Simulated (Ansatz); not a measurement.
## Calculated S-33 NMR of the central transition for SiS₂

Cell: a Materials Project structure (computed, not necessarily an observed phase) whose atoms were relaxed with PBE, the cell held.

```cif
data_SiS2
_symmetry_space_group_name_H-M 'Ibam'
_symmetry_Int_Tables_number 72
_cell_length_a 5.7494
_cell_length_b 9.8209
_cell_length_c 5.5487
_cell_angle_alpha 90.000
_cell_angle_beta 90.000
_cell_angle_gamma 90.000
loop_
_atom_site_label
_atom_site_type_symbol
_atom_site_symmetry_multiplicity
_atom_site_Wyckoff_symbol
_atom_site_fract_x
_atom_site_fract_y
_atom_site_fract_z
Si Si 4 a 0.0000 0.0000 0.7500
S S 8 j 0.2964 0.3838 0.5000
```

One atom of each set is listed; the run and its k-mesh use a cell of 6 atoms with edges of 6.33, 6.33, 6.33 Å.

Level of theory: DFT, r2SCAN, plane waves and PAW, scalar-relativistic, 500 eV cutoff, Γ-centred 8×8×8 k-points, Fermi–Dirac smearing 0.01 eV (Ansatz 0.2.0).

S-33 has I = 3/2 and Q = -69.40 mb (Pyykkö 2018); at 16.4 T its Larmor frequency is ν₀ = 53.7 MHz. Only the quadrupole interaction is simulated: positions count from each site's isotropic chemical shift, and shift anisotropy, dipolar and J coupling are left out.

Simulated pattern of one S site (static powder, Gaussian broadening 40 kHz):

| offset (kHz) | height |
| --- | --- |
| -1283.3 | 0 |
| -1197.1 | 14 |
| -1110.9 | 40 |
| -1024.7 | 42 |
| -938.5 | 44 |
| -852.3 | 47 |
| -766.1 | 50 |
| -679.9 | 53 |
| -593.8 | 58 |
| -507.6 | 65 |
| -421.4 | 75 |
| -335.2 | 100 |
| -249.0 | 95 |
| -162.8 | 80 |
| -76.6 | 77 |
| 9.6 | 77 |
| 95.8 | 69 |
| 182.0 | 88 |
| 268.2 | 94 |
| 354.3 | 47 |
| 440.5 | 40 |
| 526.7 | 36 |
| 612.9 | 12 |
| 699.1 | 0 |

Task: Which |C_Q| and η does the pattern imply?

Result: The pattern spans 1783 kHz before broadening and its centre of gravity is at -249 kHz, which fixes P_Q; the places of the horns and steps fix η. That gives P_Q = 23.1 MHz, |C_Q| = 21.9 MHz and η = 0.59. The sign of C_Q can't be read from the pattern.

At S V_zz stands upright on the plane of its two bonds (within 1°).

With ν_Q/ν₀ up to 0.20, terms beyond second order are no longer negligible.

The largest force is 0.3 eV/Å, so the atoms aren't at the calculated equilibrium and relaxing them would move these values.
